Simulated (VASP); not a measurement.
# Ge (Fd-3m) in VASP: phonons with LDA

Aim: the phonons of Ge with LDA.

Program: VASP 6.6.1. These are calculated values, not measurements. Logs are shortened: lines on timing, memory, paths and dates and some standing lists are left out, and cuts for length are marked.

**1. The structure**

It takes space group Fd-3m (No. 227, cubic). The conventional cell has a = 5.658 Å, b = 5.658 Å, c = 5.658 Å, α = 90.00°, β = 90.00°, γ = 90.00°. Ge (site symmetry -43m) is surrounded by 4 Ge at 2.45 Å.

The cell was built by a generator and needn't be a form met in nature.

**2. Phonons, LDA**

Contents of POSCAR:

```
Ge
1.0
    0.0000000000      2.8290000000      2.8290000000
    2.8290000000      0.0000000000      2.8290000000
    2.8290000000      2.8290000000      0.0000000000
Ge
2
Direct
    0.0000000000      0.0000000000      0.0000000000
    0.2500000000      0.2500000000      0.2500000000
```

Contents of INCAR.step1:

```
SYSTEM = Ge
PREC = Accurate ; ENCUT = 600
EDIFF = 1E-8 ; ISMEAR = -1
SIGMA = 0.03 ; LREAL = .False.
LASPH = .True. ; NELM = 100
ALGO = Fast ; ISIF = 2
LWAVE = .False. ; LCHARG = .False.
NELECT = 27.94294 ; KPAR = 2
IBRION = 2 ; NSW = 40
EDIFFG = -0.002
```

Contents of INCAR.step2:

```
SYSTEM = Ge
PREC = Accurate ; ENCUT = 600
EDIFF = 1E-8 ; ISMEAR = -1
SIGMA = 0.03 ; LREAL = .False.
LASPH = .True. ; NELM = 100
ALGO = Fast ; ISIF = 2
LWAVE = .False. ; LCHARG = .False.
NELECT = 27.94294 ; KPAR = 2
IBRION = 6 ; NFREE = 2
POTIM = 0.015 ; NSW = 1
```

Contents of KPOINTS:

```
Automatic mesh
0
Gamma
  32 32 32
  0 0 0
```

Potentials or basis: VASP PAW LDA potentials, release 64 (Ge_d).

Launch:

```bash
cat potpaw_LDA.64/Ge_d/POTCAR > POTCAR
cp INCAR.step1 INCAR
mpirun -np 2 vasp_std > vasp.out
cp CONTCAR POSCAR
cp INCAR.step2 INCAR
mpirun -np 2 vasp_std > vasp.out
```

OUTCAR:

```text
SYSTEM = Ge
   PREC = Accurate
   ENCUT = 600
   EDIFF = 1E-8
   ISMEAR = -1
   LREAL = .False.
   LASPH = .True.
   NELM = 100
   ISIF = 2
   NELECT = 27.94294
   IBRION = 6
   NFREE = 2
   POTIM = 0.015
   NSW = 1

 ion  position               nearest neighbor table
   1  0.000  0.000  0.000-   2 2.45   2 2.45   2 2.45   2 2.45
   2  0.250  0.250  0.250-   1 2.45   1 2.45   1 2.45   1 2.45

  LATTYP: Found a face centered cubic cell.
 ALAT       =     5.6580000000

  Lattice vectors:

 A1 = (   0.0000000000,   2.8290000000,   2.8290000000)
 A2 = (   2.8290000000,   0.0000000000,   2.8290000000)
 A3 = (   2.8290000000,   2.8290000000,   0.0000000000)

Analysis of symmetry for initial positions (statically):
=====================================================================
 Subroutine PRICEL returns:
 Original cell was already a primitive cell.

 Routine SETGRP: Setting up the symmetry group for a
 face centered cubic supercell.

 Subroutine GETGRP returns: Found 48 space group operations
 (whereof 24 operations were pure point group operations)
 out of a pool of 48 trial point group operations.

The static configuration has the point symmetry T_d .
 The point group associated with its full space group is O_h .

Analysis of symmetry for dynamics (positions and initial velocities):
=====================================================================
 Subroutine PRICEL returns:
 Original cell was already a primitive cell.

 Routine SETGRP: Setting up the symmetry group for a
 face centered cubic supercell.

 Subroutine GETGRP returns: Found 48 space group operations
 (whereof 24 operations were pure point group operations)
 out of a pool of 48 trial point group operations.

The dynamic configuration has the point symmetry T_d .
 The point group associated with its full space group is O_h .

 Subroutine INISYM returns: Found 48 space group operations
 (whereof 24 operations are pure point group operations),
 and found     1 'primitive' translations

----------------------------------------------------------------------------------------

                                     Primitive cell

  volume of cell :      45.2823

  direct lattice vectors                    reciprocal lattice vectors
     0.000000000  2.829000000  2.829000000    -0.176740898  0.176740898  0.176740898
     2.829000000  0.000000000  2.829000000     0.176740898 -0.176740898  0.176740898
     2.829000000  2.829000000  0.000000000     0.176740898  0.176740898 -0.176740898

  length of vectors
     4.000810168  4.000810168  4.000810168     0.306124215  0.306124215  0.306124215

  position of ions in fractional coordinates (direct lattice)
     0.000000000  0.000000000  0.000000000
     0.250000000  0.250000000  0.250000000

  ion indices of the primitive-cell ions
   primitive index   ion index
                 1           1
                 2           2

----------------------------------------------------------------------------------------

 KPOINTS: Automatic mesh

Automatic generation of k-mesh.
 Grid dimensions read from file:
 generate k-points for:   32   32   32

 Generating k-lattice:

  Cartesian coordinates                     Fractional coordinates (reciprocal lattice)
    -0.005523153  0.005523153  0.005523153     0.031250000  0.000000000  0.000000000
     0.005523153 -0.005523153  0.005523153     0.000000000  0.031250000  0.000000000
     0.005523153  0.005523153 -0.005523153     0.000000000  0.000000000  0.031250000

  Length of vectors
     0.009566382  0.009566382  0.009566382

[... 47 lines left out ...]
   ISPIN  =      1    spin polarized calculation?
   LNONCOLLINEAR =      F non collinear calculations
   LSORBIT =      F    spin-orbit coupling
   LASPH  =      T    aspherical Exc in radial PAW
   ENCUT  =  600.0 eV  44.10 Ry    6.64 a.u.   7.99  7.99  7.99*2*pi/ulx,y,z
   NELM   =    100;   NELMIN=  2; NELMDL=  0     # of ELM steps
   EDIFF  = 0.1E-07   stopping-criterion for ELM
   LREAL  =      F    real-space projection
   EDIFFG = 0.1E-06   stopping-criterion for IOM
   NSW    =     61    number of steps for IOM
   IBRION =      6    ionic relax: 0-MD 1-quasi-New 2-CG
   NFREE  =      2    steps in history (QN), initial steepest desc. (CG)
   ISIF   =      2    stress and relaxation
   ISYM   =      2    0-nonsym 1-usesym 2-fastsym
   POTIM  = 0.0150    time-step for ionic-motion
   TEBEG  =    0.0;   TEEND  =   0.0 temperature during run
   PSTRESS=    0.0 pullay stress
   NELECT =      27.9429    total number of electrons
   NUPDOWN=      -1.0000    fix difference up-down
   EMIN   =  10.00;   EMAX   =-10.00  energy-range for DOS
   EFERMI =   0.00;   METHOD = LEGACY
   ISMEAR =    -1;   SIGMA  =   0.03  broadening in eV -4-tet -1-fermi 0-gaus
   EFERMI_NEDOS =   21; number of points for ismear=-14 and -15
   IALGO  =     68    algorithm
   IMIX   =      4    mixing-type and parameters
     AMIX     =   0.40;   BMIX     =  1.00
     AMIX_MAG =   1.60;   BMIX_MAG =  1.00
  volume/ion in A,a.u.               =      22.64       152.79
  Fermi-wavevector in a.u.,A,eV,Ry     =   1.393764  2.633832 26.430380  1.942578
  Thomas-Fermi vector in A             =   2.517379
   LORBIT       =      0    0 simple, 1 ext, 2 COOP (PROOUT), +10 PAW based schemes
   GGA     = CA    functional components
   LHFCALC =     F    Hartree Fock is set to
   AEXX    =    0.0000 exact exchange contribution
   IVDW    =     0    specifies the selected vdW correction
   LEPSILON=     F    determine dielectric tensor
   LRPA    =     F    only Hartree local field effects (RPA)
 finite differences with symmetry
 non-spin polarized calculation
 RMM-DIIS sequential band-by-band and
  energy-cutoff  :      600.00
  volume of cell :       45.28
 maximum number of plane-waves:      1540
   NGX = 15   NGY = 15   NGZ = 15

--------------------------------------- Ionic step        1  -------------------------------------------

 number of electron      27.9429413 magnetization

 Free energy of the ion-electron system (eV)
  ---------------------------------------------------
  ext. energy  EPLUGINS =         0.00000000
  ---------------------------------------------------
  free energy    TOTEN  =       -10.64295070 eV

  energy without entropy =      -10.64232197  energy(sigma->0) =      -10.64263633

------------------------ aborting loop because EDIFF is reached ----------------------------------------

  FORCE on cell =-STRESS in cart. coord.  units (eV):
  Direction    XX          YY          ZZ          XY          YZ          ZX
  --------------------------------------------------------------------------------------
  -------------------------------------------------------------------------------------
  Total       -0.8704754     -0.8704754     -0.8704754     -0.0000000      0.0000000     -0.0000000
  in kB      -30.7991154    -30.7991154    -30.7991154     -0.0000000      0.0000000     -0.0000000
  external PRESSURE =     -30.7991154 kB  Pullay stress =       0.0000000 kB
[... 59 lines left out ...]
--------------------------------------- Ionic step        3  -------------------------------------------

 number of electron      27.9429410 magnetization

 Free energy of the ion-electron system (eV)
  ---------------------------------------------------
  ext. energy  EPLUGINS =         0.00000000
  ---------------------------------------------------
  free energy    TOTEN  =       -10.64187325 eV

  energy without entropy =      -10.64125272  energy(sigma->0) =      -10.64156298

 E-fermi :   4.2568     XC(G=0): -10.2689

 val. band max:        4.2498528969   @ k =  -0.1250  -0.0312  -0.0312
 cond. band min:       4.2617184637   @ k =   0.0312   0.0000  -0.0938
 fundamental gap:      0.0118655668
 Fermi energy:         4.2568308187

 k-point     1 :       0.0000    0.0000    0.0000
  band No.  band energies     occupation
      1     -20.2560      2.00000
      2     -20.2533      2.00000
      3     -20.2503      2.00000
      4     -20.2160      2.00000
      5     -20.2160      2.00000
      6     -20.0083      2.00000
[... 481 lines left out ...]
      5     -20.1909      2.00000
      6     -20.0326      2.00000
[... 10 lines left out ...]
     17       8.3468      0.00000
     18       9.5318      0.00000

 [... further k-points ...]
[... 5 lines left out ...]
  --------------------------------------------------------------------------------------
  -------------------------------------------------------------------------------------
  Total       -0.8735980     -0.8708346     -0.8708346      0.0000000     -0.1246500      0.0000000
  in kB      -30.9095991    -30.8118264    -30.8118264      0.0000000     -4.4103613      0.0000000
  external PRESSURE =     -30.8444173 kB  Pullay stress =       0.0000000 kB
[... 17 lines left out ...]
  FREE ENERGIE OF THE ION-ELECTRON SYSTEM (eV)
  ---------------------------------------------------
  free  energy   TOTEN  =       -10.6418732499 eV

  energy  without entropy=      -10.6412527155  energy(sigma->0) =      -10.64156298

 INTERNAL STRAIN TENSORS FROM DISPLACED ATOMS
 ============================================

 INTERNAL STRAIN TENSOR FOR ION    1 for displacements in x,y,z  (eV/Angst):
          X           Y           Z          XY          YZ          ZX
  --------------------------------------------------------------------------------
  x     0.00000     0.00000     0.00000     0.00000     8.30940     0.00000
  y     0.00000     0.00000     0.00000     0.00000     0.00000     8.30940
  z     0.00000     0.00000     0.00000     8.30940     0.00000     0.00000

 INTERNAL STRAIN TENSOR FOR ION    2 for displacements in x,y,z  (eV/Angst):
          X           Y           Z          XY          YZ          ZX
  --------------------------------------------------------------------------------
  x     0.00000     0.00000     0.00000     0.00000    -8.30940     0.00000
  y     0.00000     0.00000     0.00000     0.00000     0.00000    -8.30940
  z     0.00000     0.00000     0.00000    -8.30940     0.00000     0.00000

 Eigenvectors and eigenvalues of the dynamical matrix
 ----------------------------------------------------

   1 f  =    8.023637 THz    50.414001 2PiTHz  267.639737 cm-1    33.183083 meV
             X         Y         Z           dx          dy          dz
      0.000000  0.000000  0.000000     0.000000   -0.707107    0.000000
      1.414500  1.414500  1.414500     0.000000    0.707107    0.000000
[... 21 lines left out ...]
   6 f  =    0.000000 THz     0.000000 2PiTHz    0.000000 cm-1     0.000000 meV
             X         Y         Z           dx          dy          dz
      0.000000  0.000000  0.000000     0.000000    0.000000    0.707107
      1.414500  1.414500  1.414500     0.000000    0.000000    0.707107

 ELASTIC MODULI CONTR FROM IONIC RELAXATION (kBar)
 Direction    XX          YY          ZZ          XY          YZ          ZX
 --------------------------------------------------------------------------------
 XX           0.0000      0.0000      0.0000      0.0000      0.0000      0.0000
 YY           0.0000      0.0000      0.0000      0.0000      0.0000      0.0000
 ZZ           0.0000      0.0000      0.0000      0.0000      0.0000      0.0000
 XY           0.0000      0.0000      0.0000   -255.4542      0.0000      0.0000
 YZ           0.0000      0.0000      0.0000      0.0000   -255.4542      0.0000
 ZX           0.0000      0.0000      0.0000      0.0000      0.0000   -255.4542
 --------------------------------------------------------------------------------
```

Run time: 36 min. Hardware: 2 MPI ranks of Intel Xeon Platinum 8488C (Sapphire Rapids), shared host; peak memory 5.3 GiB.

Results:

```yaml
Highest_phonon_frequency_at_Γ: 268 cm⁻¹
```

Phonon frequencies in cm⁻¹ (negative: imaginary):
```tsv
q point	frequencies
(0.000, 0.000, 0.000)	0 0 0 268 268 268
```

Caveat: the cell is charged against a uniform background, so pressure and absolute levels hang on convention.
